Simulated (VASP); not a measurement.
Cu: single point with PBE+D3(BJ)

Slab: Cu, a slab with vacuum.

```
CELL_PARAMETERS angstrom
5.04716 0.00000 0.00000
-2.52358 4.37097 0.00000
0.00000 0.00000 23.18148
ATOMIC_POSITIONS crystal
Cu 0.33333 0.16667 0.36667
Cu 0.33333 0.66667 0.36667
Cu 0.83333 0.16667 0.36667
Cu 0.83333 0.66667 0.36667
Cu 0.66667 0.33333 0.45556
Cu 0.66667 0.83333 0.45556
Cu 0.16667 0.33333 0.45556
Cu 0.16667 0.83333 0.45556
Cu 0.00000 0.50000 0.54403
Cu 0.00000 0.00000 0.54403
Cu 0.50000 0.50000 0.54403
Cu 0.50000 0.00000 0.54403
Cu 0.33333 0.66667 0.63329
Cu 0.33333 0.16667 0.63329
Cu 0.83333 0.66667 0.63329
Cu 0.83333 0.16667 0.63329
```

The slab is cut from a database's or a generator's crystal, which needn't be the stable form of the element.

| Property | Result |
| --- | --- |
| Program | VASP 6.6.1 |
| Task | single point |
| Functional | PBE |
| Dispersion | D3(BJ) |
| Potentials or basis | VASP PAW PBE potentials, release 64 (Cu) |
| Cutoff | 450 eV |
| k mesh | 6 × 6 × 1 |
| Occupations | methfessel-paxton, width 0.1 eV |
| Spin | no spin polarisation |
| Dipole correction | yes |
| Atoms held fixed (from 0) | [0, 1, 2, 3, 4, 5, 6, 7] |
| Further INCAR settings | PREC = Normal; LREAL = Auto; ALGO = Normal; EDIFF = 1e-07; NBANDS = 102 |

```json
{
  "Largest force": "0.044 eV/Å",
  "Band gap on the k mesh": "none (metal or under the smearing width)",
  "Dispersion energy per atom": "-0.444 eV",
  "Work function of the upper face": "4.82 eV",
  "Work function of the lower face": "4.81 eV"
}
```

Forces in eV/Å, atoms in the order of the input:
```
Cu   0.000  0.000 -0.011
Cu   0.000  0.000 -0.011
Cu   0.000  0.000 -0.011
Cu   0.000  0.000 -0.011
Cu   0.000  0.000  0.044
Cu   0.000  0.000  0.044
Cu   0.000  0.000  0.044
Cu   0.000  0.000  0.044
Cu   0.000  0.000 -0.005
Cu   0.000  0.000 -0.005
Cu   0.000  0.000 -0.005
Cu   0.000  0.000 -0.005
Cu   0.000  0.000 -0.029
Cu   0.000  0.000 -0.029
Cu   0.000  0.000 -0.029
Cu   0.000  0.000 -0.029
```

Levels at points of the mesh, in eV from the Fermi level:
```
           k point  band 85  band 86  band 87  band 88  band 89  band 90  band 91  band 92
(0.00, 0.00, 0.00)    -0.23    -0.17    -0.17    -0.17     0.87     0.87     0.87     1.46
(0.50, 0.00, 0.00)    -1.02    -1.02    -0.02    -0.02     0.62     0.62     0.95     0.95
```

Core levels (eV, on the scale of the bands):
```csv
atom,levels
1 Cu,"1s -8848.7, 2s -1061.0, 2p -915.5, 3s -112.6, 3p -70.0"
2 Cu,"1s -8848.7, 2s -1061.0, 2p -915.5, 3s -112.6, 3p -70.0"
3 Cu,"1s -8848.7, 2s -1061.0, 2p -915.5, 3s -112.6, 3p -70.0"
4 Cu,"1s -8848.7, 2s -1061.0, 2p -915.5, 3s -112.6, 3p -70.0"
5 Cu,"1s -8849.0, 2s -1061.3, 2p -915.7, 3s -112.9, 3p -70.2"
6 Cu,"1s -8849.0, 2s -1061.3, 2p -915.7, 3s -112.9, 3p -70.2"
```

It took 2.9 min on 4 MPI ranks on Intel(R) Xeon(R) Platinum 8259CL CPU @ 2.50GHz (Skylake/Cascade Lake), on a shared host, peak memory 0.41 GiB a rank.
